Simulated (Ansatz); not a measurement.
**Structures of CaO: which is lowest?**

Plane-wave DFT in Ansatz with scalar-relativistic PAW potentials, cutoff 420 eV, Γ-centred meshes chosen by cell and gap, Gaussian smearing with energies taken to zero width. Every cell was relaxed (cell and atoms) in a run of its own, within the symmetry of its start. Functional: PBEsol.

Relaxed structures (starts from databases or built by putting these elements on another compound's sites):
A. F-43m, 4 atoms in the computed cell, a = 5.179 Å; sites (symmetry × multiplicity) Ca -43m × 4, O -43m × 4; start: built
B. P4/nmm, 8 atoms in the computed cell, a = 4.151 Å, c = 3.215 Å; sites (symmetry × multiplicity) Ca 4mm × 2, O -4m2 × 2; start: built
C. Fm-3m, 2 atoms in the computed cell, a = 4.767 Å; sites (symmetry × multiplicity) Ca m-3m × 4, O m-3m × 4; start: database

**Question.** Rank them by energy. Could pressure change the order?

**Answer.**
```tsv
structure	group	E − E(lowest) (meV/atom)	V (Å³/atom)	gap on mesh (eV)
C	Fm-3m	0.0	13.54	3.54
A	F-43m	225	17.36	3.27
B	P4/nmm	364	13.85	3.25
```

C is lowest, 225 meV/atom under A. The lowest is also the densest of these, so pressure wouldn't bring one of the others in at first order. Other structures may lie lower than all of these, and vibrations aren't counted.